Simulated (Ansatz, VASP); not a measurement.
CdS: VASP beside Ansatz

```
Cd S
1.0
     0.00000    2.91000    2.91000
     2.91000    0.00000    2.91000
     2.91000    2.91000    0.00000
Cd S
1 1
Direct
  0.00859 0.99141 0.00859
  0.75000 0.75000 0.75000
```

Change from the starting cell: all Cd atoms moved +0.050 Å, as atom 1 along Cartesian [0 1 0].

Alike in both runs: task single point; functional r2SCAN; k mesh 8 × 8 × 8; occupations gaussian, width 0.05 eV; no spin polarisation.

|  | VASP | Ansatz |
| --- | --- | --- |
| version | VASP 6.6.1 | Ansatz 0.2.0 |
| potentials or method | VASP PAW PBE potentials, release 64 (Cd, S) | scalar-relativistic, plane waves, PAW |
| plane-wave cutoff (eV) | 520 | 500 |
| valence electrons in the cell | 18 | 26 |

|  | VASP | Ansatz | Ansatz less VASP |
| --- | --- | --- | --- |
| gap on the k mesh at the Fermi level (eV) | 1.60 | 1.60 | +0.002 |
| least direct gap on the mesh (eV) | 1.60 | 1.60 | +0.002 |
| pressure (GPa) | 2.3 | 2.0 | -0.35 |
| largest component of the traceless stress (GPa) | 1.24 | 1.20 | -0.039 |
| rms of the force components (eV/Å) | 0.157 | 0.153 | -0.0035 |

Atom by atom the forces differ by 0.003 eV/Å (rms over components). The two sets of potentials don't hold the same shells in valence.

Caveats: the PAW data sets were made with another functional, which shifts forces and pressure a little (VASP).
